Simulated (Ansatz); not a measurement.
# Sb: one contact scaled

The task here is to estimate one member of a computed series from the others.

Method: DFT PBE, with the methods named in each step, in Ansatz 0.2.0.

**The starting structure**

Symmetry: Fd-3m, No. 227, cubic system. The conventional cell has a = 6.542 Å, b = 6.542 Å, c = 6.542 Å, α = 90.00°, β = 90.00°, γ = 90.00°. Sb (site symmetry -43m) has 4 Sb at 2.83 Å in its first shell of neighbours.

Coordinates:

```cif
data_structure
_symmetry_space_group_name_H-M 'Fd-3m:1'
_symmetry_Int_Tables_number 227
_cell_length_a 6.5421
_cell_length_b 6.5421
_cell_length_c 6.5421
_cell_angle_alpha 90.000
_cell_angle_beta 90.000
_cell_angle_gamma 90.000
_cell_volume 280.00
loop_
_atom_site_label
_atom_site_type_symbol
_atom_site_symmetry_multiplicity
_atom_site_Wyckoff_symbol
_atom_site_fract_x
_atom_site_fract_y
_atom_site_fract_z
_atom_site_occupancy
Sb1 Sb 8 b 0.00000 0.50000 0.00000 1
```

The file gives the conventional cell by its symmetry; the runs use the cell typed in the input.

Atoms are numbered in the order of the input: Sb1, Sb2.

Set-up of the first run:

Input file input.yaml:

```yaml
crystal:
  lattice:
    - [0.0, 3.2710663102, 3.2710663102]
    - [3.2710663102, 0.0, 3.2710663102]
    - [3.2710663102, 3.2710663102, 0.0]
  atoms:
    - { symbol: Sb, position: [-0.125, -0.125, -0.125] }
    - { symbol: Sb, position: [0.125, 0.125, 0.125] }
kpoints:
  mp_grid: { grid: [8, 8, 8] }
scf:
  occupations: { method: fermi_dirac, width: 0.05 }
hamiltonian:
  xc: pbe
  pseudopotentials: { kind: paw }
output:
  forces: true
  stress: true
  eigenvalues: true
  populations: true
```

On the command line:

```bash
$ ansatz run input.yaml --threads 1 --pin off --max-ram 2048MiB --backend cpu --events-out ev --progress --plain --runs-dir out
```

Among the steps run: Shortest bond scaled by 1, PAW; Shortest bond scaled by 1.1, PAW; Shortest bond scaled by 0.94, PAW; Shortest bond scaled by 0.64, PAW; Shortest bond scaled by 0.58, PAW; Shortest bond scaled by 0.58, PAW (level accurate).

One of the session's tables, all rows but one given; the rest of the session is left out.

```
              method  length (Å)  F from the given length (eV/cell)  force along the bond (eV/Å)  pressure (GPa)  largest force (eV/Å)
                 PAW       1.643                             22.973                       86.021          110.78                86.021
                 PAW       1.813                             11.921                       47.426           69.32                47.426
                 PAW       2.663                                  ?                            ?               ?                     ?
                 PAW       2.833                              0.000                        0.000            9.31                 0.000
                 PAW       3.116                              0.145                       -0.967            9.96                 0.967
PAW (level accurate)       1.643                                  –                       85.969          110.64                85.969
```

**Question.** Estimate the row for PAW, 2.663.

The run gave: F from the given length (eV/cell): 0.074; force along the bond (eV/Å): 1.093; pressure (GPa): 9.79; largest force (eV/Å): 1.093.
